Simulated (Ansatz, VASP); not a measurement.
# Cross-check of ZnS between VASP and Ansatz, part 2 of 2

Aim: how closely do two programs agree when they are given the same cell, functional and k mesh? The cell is taken from a series of runs on this material, whose earlier steps may have relaxed, scaled, displaced or heated it; both programs get it as it stands.

VASP 6.6.1 and Ansatz 0.2.0.

So far: The structure; Ansatz: zone-centre phonons, LDA.

### Step 3. VASP: zone-centre phonons, LDA

Level of this step: LDA; plane waves and PAW (S, Zn) (VASP).

The same cell, functional (in two slightly different forms) and mesh now go to VASP, with its own data sets.

Lines of VASP's logs that name or quote its potential files are left out, and so is its time.

File INCAR:

```
SYSTEM = ZnS
PREC = Accurate
ENCUT = 500
EDIFF = 1E-08
NELM = 120
ISMEAR = 0
SIGMA = 0.01
LREAL = .FALSE.
ALGO = Normal
GGA = CA
NBANDS = 15
LORBIT = 11
LWAVE = .FALSE.
LCHARG = .FALSE.
ISIF = 2
IBRION = 8
LEPSILON = .TRUE.
LASPH = .TRUE.
GGA_COMPAT = .FALSE.
EFERMI = MIDGAP
KPAR = 2
```

File POSCAR:

```
ZnS
1.0
    0.0000000000      2.6897654450      2.5424234629
    2.6897654450      0.0000000000      2.5424234629
    2.6897654450      2.6897654450      0.0000000000
S Zn
1 1
Direct
    0.0000000000      0.0000000000      0.0000000000
    0.7500000000      0.7500000000      0.7500000000
```

File KPOINTS:

```
Automatic mesh
0
Gamma
12 12 12
0 0 0
```

Potentials, in the order of the species: S and Zn (LDA family, release 64).

On the command line:

```
mpirun -np 2 vasp_std
```

Numbers of over 12 decimals in the logs are rounded to 6 here.

Log:

```text
[banner, memory and clock lines left out]
running    2 mpi-ranks, on    1 nodes
 distrk:  each k-point on    1 cores,    2 groups
 distr:  one band on    1 cores,    1 groups

 POSCAR found type information on POSCAR S Zn
 POSCAR found :  2 types and       2 ions
 LDA part: xc-table for (Slater(with rela. corr.)+CA(PZ))
 , standard interpolation
 POSCAR, INCAR and KPOINTS ok, starting setup
 FFT: planning ... GRIDC
 FFT: planning ... GRID_SOFT
 FFT: planning ... GRID
 WAVECAR not read
 entering main loop
       N       E                     dE             d eps       ncg     rms          rms(c)
DAV:   1     0.816429220473E+02    0.81643E+02   -0.84724E+03  4890   0.141E+03
DAV:   2    -0.341666453822E+01   -0.85060E+02   -0.79662E+02  5548   0.267E+02
DAV:   3    -0.858383924391E+01   -0.51672E+01   -0.51411E+01  6143   0.634E+01
DAV:   4    -0.863773896748E+01   -0.53900E-01   -0.53883E-01  5877   0.676E+00
DAV:   5    -0.863835734755E+01   -0.61838E-03   -0.61836E-03  6234   0.698E-01    0.780E+00
DAV:   6    -0.823279549097E+01    0.40556E+00   -0.81291E-01  7360   0.341E+01    0.596E+00
DAV:   7    -0.820282069354E+01    0.29975E-01   -0.26130E-01  5912   0.548E+00    0.283E+00
DAV:   8    -0.819664596304E+01    0.61747E-02   -0.59343E-03  7460   0.137E+00    0.657E-01
DAV:   9    -0.819607310739E+01    0.57286E-03   -0.12659E-03  5611   0.274E-01    0.803E-02
DAV:  10    -0.819608810856E+01   -0.15001E-04   -0.90347E-05  6122   0.929E-02    0.261E-02
DAV:  11    -0.819608507554E+01    0.30330E-05   -0.11056E-05  7664   0.741E-02    0.473E-03
DAV:  12    -0.819608518524E+01   -0.10970E-06   -0.12873E-06  5898   0.139E-02    0.216E-03
DAV:  13    -0.819608519253E+01   -0.72864E-08   -0.68511E-08  6402   0.271E-03
   1 F= -.81960852E+01 E0= -.81960852E+01  d E =0.000000E+00
 Linear response reoptimize wavefunctions to high precision
DAV:   1    -0.819608519318E+01   -0.64665E-09   -0.17722E-09  4594   0.113E-03
DAV:   2    -0.819608519322E+01   -0.42746E-10   -0.61059E-10  3467   0.213E-04
 Linear response G [H, r] |phi>, progress :
  Direction:   1
       N       E                     dE             d eps       ncg     rms
RMM:   1    -0.467825471807E+02   -0.46783E+02    0.16871E+02  8302   0.745E+01
RMM:   2    -0.491378762191E+02   -0.23553E+01   -0.10534E+01  8380   0.270E+01
RMM:   3    -0.493188265194E+02   -0.18095E+00   -0.77004E-01  9160   0.668E+00
RMM:   4    -0.493280322829E+02   -0.92058E-02   -0.25372E-02  9346   0.137E+00
RMM:   5    -0.493285191153E+02   -0.48683E-03    0.21643E-04  9554   0.322E-01
RMM:   6    -0.493287917375E+02   -0.27262E-03    0.22933E-05  9572   0.854E-02
RMM:   7    -0.493288177966E+02   -0.26059E-04   -0.44663E-05  9698   0.250E-02
RMM:   8    -0.493288188136E+02   -0.10169E-05   -0.25650E-05  9744   0.831E-03
RMM:   9    -0.493288160217E+02    0.27919E-05    0.43364E-06  8945   0.276E-03
RMM:  10    -0.493288212604E+02   -0.52387E-05   -0.47500E-05  7341   0.112E-03
RMM:  11    -0.493288190250E+02    0.22354E-05   -0.21429E-05  6400   0.445E-04
RMM:  12    -0.493288190118E+02    0.13248E-07   -0.23676E-05  5579   0.250E-04
RMM:  13    -0.493288175539E+02    0.14579E-05    0.23909E-06  4970   0.154E-04
RMM:  14    -0.493288211682E+02   -0.36143E-05    0.19678E-06  4601   0.129E-04
RMM:  15    -0.493288229744E+02   -0.18062E-05   -0.13314E-05  4239   0.114E-04
RMM:  16    -0.493288185621E+02    0.44124E-05    0.27844E-05  4010   0.112E-04
RMM:  17    -0.493288194631E+02   -0.90099E-06    0.12512E-05  3759   0.109E-04
RMM:  18    -0.493288192981E+02    0.16497E-06    0.69727E-06  3575   0.110E-04
 Linear response G [H, r] |phi>, progress :
  Direction:   2
       N       E                     dE             d eps       ncg     rms
RMM:   1    -0.443950280258E+02   -0.44395E+02    0.18294E+02  8274   0.752E+01
RMM:   2    -0.469166339435E+02   -0.25216E+01   -0.92610E+00  8309   0.260E+01
RMM:   3    -0.471042980619E+02   -0.18766E+00   -0.69165E-01  9082   0.632E+00
RMM:   4    -0.471118697603E+02   -0.75717E-02   -0.19071E-02  9392   0.134E+00
RMM:   5    -0.471127912800E+02   -0.92152E-03   -0.31405E-04  9549   0.315E-01
RMM:   6    -0.471130313774E+02   -0.24010E-03    0.15637E-05  9572   0.848E-02
RMM:   7    -0.471130485002E+02   -0.17123E-04    0.21336E-05  9687   0.244E-02
RMM:   8    -0.471130129241E+02    0.35576E-04    0.40742E-04  9747   0.804E-03
RMM:   9    -0.471130286335E+02   -0.15709E-04    0.24809E-04  8794   0.263E-03
RMM:  10    -0.471130370565E+02   -0.84230E-05    0.17076E-04  7270   0.105E-03
RMM:  11    -0.471130490767E+02   -0.12020E-04    0.52333E-05  6321   0.443E-04
RMM:  12    -0.471130506429E+02   -0.15661E-05    0.35789E-05  5571   0.257E-04
RMM:  13    -0.471130507454E+02   -0.10248E-06    0.26245E-05  5042   0.181E-04
RMM:  14    -0.471130807433E+02   -0.29998E-04   -0.26379E-04  4672   0.153E-04
RMM:  15    -0.471130718656E+02    0.88777E-05   -0.17580E-04  4262   0.149E-04
[...]
RMM:   1    -0.556184448857E+00   -0.55618E+00   -0.21262E+00 18473   0.385E+00
RMM:   2    -0.582408922585E+00   -0.26224E-01   -0.13418E-02 25728   0.835E-01    0.143E+00
RMM:   3    -0.545742740510E+00    0.36666E-01   -0.25389E-02 25254   0.873E-01    0.741E-01
RMM:   4    -0.550910668849E+00   -0.51679E-02   -0.17199E-02 25830   0.714E-01    0.183E-01
[...]
RMM:   7    -0.535292553637E+00   -0.24802E-03   -0.10022E-05 15122   0.190E-02    0.170E-03
RMM:   8    -0.535307477148E+00   -0.14924E-04   -0.51303E-07 15691   0.404E-03    0.616E-04
RMM:   9    -0.535307653889E+00   -0.17674E-06   -0.12623E-08 15781   0.128E-03    0.371E-04
RMM:  10    -0.535311994814E+00   -0.43409E-05   -0.89779E-10 15141   0.395E-04    0.155E-04
RMM:  11    -0.535310554956E+00    0.14399E-05   -0.38253E-10 13494   0.180E-04    0.110E-05
RMM:  12    -0.535310532934E+00    0.22022E-07   -0.25986E-09  9134   0.697E-05    0.201E-06
 change of polarisation eV/A/(eV/A) component  3 :     0.317     0.035     1.016
 dielectric tensor                  component  3 :     1.558     0.174     5.998
 Linear response DOF=           4
 Linear response progress:
  Degree of freedom:   1/  4
       N       E                     dE             d eps       ncg     rms          rms(c)
RMM:   1    -0.105585649312E+00   -0.10559E+00    0.52577E-02 35916   0.232E+00
RMM:   2    -0.103063098214E+00    0.25226E-02   -0.50989E-03 22792   0.694E-01    0.180E-01
RMM:   3    -0.103464502114E+00   -0.40140E-03   -0.36382E-04 24948   0.154E-01    0.893E-02
RMM:   4    -0.103871156238E+00   -0.40665E-03   -0.58945E-05 25244   0.560E-02    0.173E-02
RMM:   5    -0.103881317469E+00   -0.10161E-04   -0.41894E-06 26348   0.139E-02    0.959E-03
RMM:   6    -0.103866103539E+00    0.15214E-04   -0.30257E-07 25975   0.421E-03    0.484E-03
RMM:   7    -0.103869444421E+00   -0.33409E-05   -0.81912E-08 25689   0.139E-03    0.708E-04
RMM:   8    -0.103869726366E+00   -0.28195E-06   -0.25209E-09 27316   0.315E-04    0.144E-04
RMM:   9    -0.103869171534E+00    0.55483E-06   -0.93497E-10 26996   0.104E-04    0.451E-05
RMM:  10    -0.103869335918E+00   -0.16438E-06   -0.14940E-09 27006   0.420E-05    0.104E-05
RMM:  11    -0.103869349457E+00   -0.13539E-07   -0.12731E-09 26654   0.181E-05    0.593E-06
RMM:  12    -0.103869334594E+00    0.14863E-07    0.86863E-11 23188   0.697E-06    0.554E-07
RMM:  13    -0.103869337114E+00   -0.25199E-08   -0.35181E-09 16476   0.370E-06    0.117E-07
 first order change of Fermi-energy   0.11780E-03
 force on displaced ion       1 direction 1 :  -7.068  -0.000  -0.000
 Born effective charge ion    1 direction 1 :  -1.951   0.000   0.000
 Linear response progress:
  Degree of freedom:   2/  4
       N       E                     dE             d eps       ncg     rms          rms(c)
RMM:   1    -0.104956577713E+00   -0.10496E+00    0.49244E-02 20788   0.229E+00
RMM:   2    -0.102710552501E+00    0.22460E-02   -0.49254E-03 13551   0.678E-01    0.169E-01
RMM:   3    -0.103087796944E+00   -0.37724E-03   -0.33669E-04 14651   0.148E-01    0.855E-02
RMM:   4    -0.103472149774E+00   -0.38435E-03   -0.46664E-05 14782   0.521E-02    0.163E-02
RMM:   5    -0.103488519720E+00   -0.16370E-04   -0.31236E-06 15355   0.126E-02    0.924E-03
RMM:   6    -0.103473945243E+00    0.14574E-04   -0.31620E-07 15043   0.381E-03    0.428E-03
RMM:   7    -0.103476306016E+00   -0.23608E-05   -0.59480E-08 15012   0.126E-03    0.636E-04
RMM:   8    -0.103476955492E+00   -0.64948E-06   -0.36460E-09 15981   0.297E-04    0.109E-04
RMM:   9    -0.103476538848E+00    0.41664E-06    0.27279E-10 15737   0.931E-05    0.370E-05
RMM:  10    -0.103476664159E+00   -0.12531E-06   -0.53539E-10 15563   0.366E-05    0.697E-06
RMM:  11    -0.103476687260E+00   -0.23100E-07    0.13577E-09 15625   0.166E-05    0.522E-06
RMM:  12    -0.103476673327E+00    0.13933E-07    0.35607E-09 13243   0.668E-06    0.409E-07
RMM:  13    -0.103476675425E+00   -0.20979E-08   -0.30029E-09  9166   0.375E-06    0.162E-07
 first order change of Fermi-energy   0.87939E-03
 force on displaced ion       1 direction 3 :   0.000   0.000  -6.670
 Born effective charge ion    1 direction 3 :   0.000   0.000  -1.809
 Linear response progress:
  Degree of freedom:   3/  4
       N       E                     dE             d eps       ncg     rms          rms(c)
RMM:   1    -0.212656632939E+00   -0.21266E+00    0.19749E-03 20218   0.218E+00
RMM:   2    -0.210567567148E+00    0.20891E-02   -0.30950E-03 22897   0.484E-01    0.127E-01
RMM:   3    -0.210366148123E+00    0.20142E-03   -0.73813E-05 27216   0.708E-02    0.744E-02
RMM:   4    -0.210110583252E+00    0.25556E-03   -0.13401E-05 26870   0.269E-02    0.450E-03
RMM:   5    -0.210109308786E+00    0.12745E-05   -0.31962E-07 28164   0.472E-03    0.145E-03
RMM:   6    -0.210113707801E+00   -0.43990E-05   -0.36319E-08 28036   0.147E-03    0.282E-04
RMM:   7    -0.210114176926E+00   -0.46912E-06   -0.73184E-09 28304   0.378E-04    0.131E-04
RMM:   8    -0.210114289954E+00   -0.11303E-06   -0.38399E-09 27765   0.163E-04    0.361E-05
RMM:   9    -0.210114080313E+00    0.20964E-06   -0.48391E-11 28255   0.504E-05    0.150E-05
RMM:  10    -0.210114041987E+00    0.38326E-07    0.99240E-11 28772   0.180E-05    0.120E-06
RMM:  11    -0.210114045854E+00   -0.38670E-08    0.69265E-11 23852   0.717E-06    0.525E-07
 first order change of Fermi-energy  -0.75251E-05
 force on displaced ion       2 direction 1 :  -7.033  -0.000   0.000
 Born effective charge ion    2 direction 1 :   1.950   0.000   0.000
 Linear response progress:
  Degree of freedom:   4/  4
       N       E                     dE             d eps       ncg     rms          rms(c)
RMM:   1    -0.212246152329E+00   -0.21225E+00    0.39609E-03 11848   0.219E+00
RMM:   2    -0.210240624982E+00    0.20055E-02   -0.28839E-03 13358   0.467E-01    0.120E-01
RMM:   3    -0.210036017229E+00    0.20461E-03   -0.69951E-05 15884   0.685E-02    0.708E-02
RMM:   4    -0.209774962784E+00    0.26105E-03   -0.13595E-05 15593   0.279E-02    0.352E-03
RMM:   5    -0.209777057359E+00   -0.20946E-05   -0.34207E-07 16451   0.476E-03    0.149E-03
RMM:   6    -0.209782097901E+00   -0.50405E-05   -0.40894E-08 16261   0.145E-03    0.285E-04
RMM:   7    -0.209782812536E+00   -0.71463E-06   -0.62123E-09 16597   0.370E-04    0.101E-04
RMM:   8    -0.209782410755E+00    0.40178E-06   -0.25617E-09 16149   0.139E-04    0.246E-05
RMM:   9    -0.209782300070E+00    0.11068E-06    0.10081E-10 16803   0.454E-05    0.844E-06
RMM:  10    -0.209782259881E+00    0.40190E-07    0.67142E-11 16813   0.177E-05    0.122E-06
RMM:  11    -0.209782265306E+00   -0.54256E-08    0.26935E-11 14192   0.737E-06    0.457E-07
 first order change of Fermi-energy  -0.85892E-04
 force on displaced ion       2 direction 3 :   0.000   0.000  -6.661
 Born effective charge ion    2 direction 3 :   0.000   0.000   1.808
 Born effective charges drift removed
 Linear response finished
```

From OUTCAR (step 3):

```text
ion  position               nearest neighbor table
   1  0.000  0.000  0.000-   2 2.29   2 2.29   2 2.29   2 2.29
   2  0.750  0.750  0.750-   1 2.29   1 2.29   1 2.29   1 2.29

  LATTYP: Found a body centered tetragonal cell.
 ALAT       =     3.8039027719
 C/A-ratio  =     1.3367447148

 Subroutine GETGRP returns: Found  8 space group operations
 (whereof  8 operations were pure point group operations)

The static configuration has the point symmetry D_2d.

 Found    163 irreducible k-points:

   k-points           NKPTS =    163   k-points in BZ     NKDIM =    163   number of bands    NBANDS=     15

   dimension x,y,z NGX =    28 NGY =   28 NGZ =   28
   dimension x,y,z NGXF=    56 NGYF=   56 NGZF=   56

   ENCUT  =  500.0 eV  36.75 Ry    6.06 a.u.   6.75  6.75  6.94*2*pi/ulx,y,z

   NELECT =      18.0000    total number of electrons

 k-points in reciprocal lattice and weights: Automatic mesh
   0.00000000  0.00000000  0.00000000       0.001
   0.08333333  0.00000000  0.00000000       0.005
   0.16666667  0.00000000  0.00000000       0.005
   0.25000000  0.00000000  0.00000000       0.005
   0.33333333  0.00000000  0.00000000       0.005
   0.41666667  0.00000000  0.00000000       0.005
   0.50000000  0.00000000  0.00000000       0.002
   0.08333333  0.08333333  0.00000000       0.001
   0.16666667  0.08333333  0.00000000       0.005
[...]
-0.33333333  0.16666667  0.50000000       0.002
  -0.25000000  0.25000000  0.50000000       0.001

 average (electrostatic) potential at core
       1 -88.6758       2 -36.9781

  Total        0.0638980      0.0638980      0.5791838      0.0000000     -0.0000000     -0.0000000
  in kB        2.7828598      2.7828598     25.2243692      0.0000000     -0.0000000     -0.0000000
  external PRESSURE =      10.2633629 kB  Pullay stress =       0.0000000 kB

  energy-cutoff  :      500.00
  volume of cell :       36.79
      direct lattice vectors                 reciprocal lattice vectors
     0.000000000  2.689765445  2.542423463    -0.185889815  0.185889815  0.196662754
     2.689765445  0.000000000  2.542423463     0.185889815 -0.185889815  0.196662754
     2.689765445  2.689765445  0.000000000     0.185889815  0.185889815 -0.196662754

 POSITION                                       TOTAL-FORCE (eV/Angst)
 -----------------------------------------------------------------------------------
      0.00000      0.00000      0.00000         0.000000      0.000000      0.000000
      4.03465      4.03465      3.81364        -0.000000     -0.000000     -0.000000
 -----------------------------------------------------------------------------------
    total drift:                                0.000001      0.000001      0.000001

 MACROSCOPIC STATIC DIELECTRIC TENSOR (including local field effects in DFT)
 ------------------------------------------------------
           6.223605     0.000000     0.000000
          -0.000000     6.223605     0.000000
          -0.000000    -0.000000     5.998317
 ------------------------------------------------------

 PIEZOELECTRIC TENSOR (including local field effects)  for field in x, y, z        (C/m^2)
          XX          YY          ZZ          XY          YZ          ZX
  --------------------------------------------------------------------------------
  x     0.00000    -0.00000    -0.00000     0.00000    -0.63683     0.00000
  y    -0.00000    -0.00000     0.00000     0.00000     0.00000    -0.63683
  z     0.00000     0.00000     0.00000    -0.69657     0.00000     0.00000

 BORN EFFECTIVE CHARGES (including local field effects) (in |e|, cummulative output)
 ---------------------------------------------------------------------------------
 ion    1
    1    -1.95043    -0.00000     0.00000
    2     0.00000    -1.95043     0.00000
    3     0.00000     0.00000    -1.80868
 ion    2
    1     1.95043     0.00000    -0.00000
    2     0.00000     1.95043    -0.00000
    3     0.00000     0.00000     1.80868

 Eigenvectors and eigenvalues of the dynamical matrix
 ----------------------------------------------------

   1 f  =    8.953156 THz    56.254336 2PiTHz  298.645126 cm-1    37.027260 meV
             X         Y         Z           dx          dy          dz
      0.000000  0.000000  0.000000    -0.819791    0.000000    0.000000
      4.034648  4.034648  3.813635     0.572663    0.000000    0.000000

   2 f  =    8.953156 THz    56.254336 2PiTHz  298.645126 cm-1    37.027260 meV
             X         Y         Z           dx          dy          dz
      0.000000  0.000000  0.000000     0.000000   -0.819791    0.000000
      4.034648  4.034648  3.813635     0.000000    0.572663    0.000000

   3 f  =    8.702458 THz    54.679156 2PiTHz  290.282752 cm-1    35.990458 meV
             X         Y         Z           dx          dy          dz
      0.000000  0.000000  0.000000     0.000000    0.000000    0.819300
      4.034648  4.034648  3.813635     0.000000    0.000000   -0.573365

   4 f/i=    0.002627 THz     0.016508 2PiTHz    0.087641 cm-1     0.010866 meV
             X         Y         Z           dx          dy          dz
      0.000000  0.000000  0.000000     0.000000    0.000000   -0.573365
      4.034648  4.034648  3.813635     0.000000    0.000000   -0.819300

   5 f/i=    0.010362 THz     0.065106 2PiTHz    0.345637 cm-1     0.042853 meV
             X         Y         Z           dx          dy          dz
      0.000000  0.000000  0.000000     0.000000    0.572663    0.000000
      4.034648  4.034648  3.813635     0.000000    0.819791    0.000000

   6 f/i=    0.010362 THz     0.065106 2PiTHz    0.345637 cm-1     0.042853 meV
             X         Y         Z           dx          dy          dz
      0.000000  0.000000  0.000000    -0.572663    0.000000    0.000000
      4.034648  4.034648  3.813635    -0.819791    0.000000    0.000000

 MACROSCOPIC STATIC DIELECTRIC TENSOR IONIC CONTRIBUTION
 ------------------------------------------------------
           2.653919     0.000000    -0.000000
           0.000000     2.653919    -0.000000
          -0.000000    -0.000000     2.414072
 ------------------------------------------------------

 ELASTIC MODULI CONTR FROM IONIC RELAXATION (kBar)
 Direction    XX          YY          ZZ          XY          YZ          ZX
 --------------------------------------------------------------------------------
 XX           0.0000      0.0000      0.0000      0.0000      0.0000      0.0000
 YY           0.0000      0.0000      0.0000      0.0000      0.0000      0.0000
 ZZ           0.0000      0.0000      0.0000      0.0000      0.0000      0.0000
 XY           0.0000      0.0000      0.0000   -294.7767      0.0000      0.0000
 YZ           0.0000      0.0000      0.0000      0.0000   -318.6662     -0.0000
 ZX           0.0000      0.0000      0.0000      0.0000     -0.0000   -299.8355
 --------------------------------------------------------------------------------

 PIEZOELECTRIC TENSOR IONIC CONTR  for field in x, y, z        (C/m^2)
          XX          YY          ZZ          XY          YZ          ZX
  --------------------------------------------------------------------------------
  x     0.00000     0.00000     0.00000    -0.00000     0.86533     0.00000
  y     0.00000     0.00000     0.00000    -0.00000     0.00000     0.83938
  z     0.00000     0.00000     0.00000     0.79377     0.00000     0.00000
```

The dielectric response converges more slowly with the mesh than energies do, so tensor and charges may still move on a finer one.

### Step 4. Comparison

Known differences besides the potentials themselves: the two LDA forms differ slightly; fixed occupations in Ansatz, narrow Gaussian smearing in VASP; VASP's response is taken on the typed mesh, Ansatz refines its own for the field response alone; the cutoff is 420 eV in Ansatz and 500 eV in VASP; VASP's log shows a relativistic correction to its local exchange, Ansatz's none. Total energies have different zeros and are not compared.

Both answers:

```tsv
quantity	Ansatz	VASP	difference
ε∞ xx	6.28	6.22	+0.83 %
ε∞ yy	6.28	6.22	+0.83 %
ε∞ zz	6.04	6.00	+0.71 %
Born charge of S1 (mean of the diagonal) (e)	-1.89	-1.90	+0.01
Born charge of Zn2 (mean of the diagonal) (e)	1.89	1.90	-0.01
optical mode 1 (cm⁻¹)	288.7	290.3	-0.54 %
optical mode 2 to 3 (cm⁻¹)	297.2	298.6	-0.47 %
```

Modes are paired by rising frequency, not by their patterns, so a pair may set unlike modes beside each other; they are those without the splitting of longitudinal modes.

### Step 5. What came out

```yaml
r_m_s_difference_of_the_optical_zone_centre_modes_each_program_s_sorted_by_frequency_zone_centre_phonons_lda: 1.5 cm⁻¹
difference_in_eps_infinity_xx_zone_centre_phonons_lda: +0.8 %
```

In words: The r.m.s. difference of the optical zone-centre modes, each program's sorted by frequency is 1.5 cm⁻¹ (zone-centre phonons, LDA). Among the rows given in per cent, the largest difference of the zone-centre phonons, LDA pair is in ε∞ xx, +0.8 %. How closely two codes agree says nothing of how well the functional describes the real material.

[Lines on the potential files, build, host, timing and source positions are cut from VASP's logs without a mark.]

[Logs are printed without paths, hosts, clocks, repeated set-up lines and the standing remarks that a program may print on its own settings, such as how far it seeks lower states.]

[Hosts, paths, dates, database ids (printed as entryN), source tags and the programs' standing remarks are cut or masked in the printed files.]
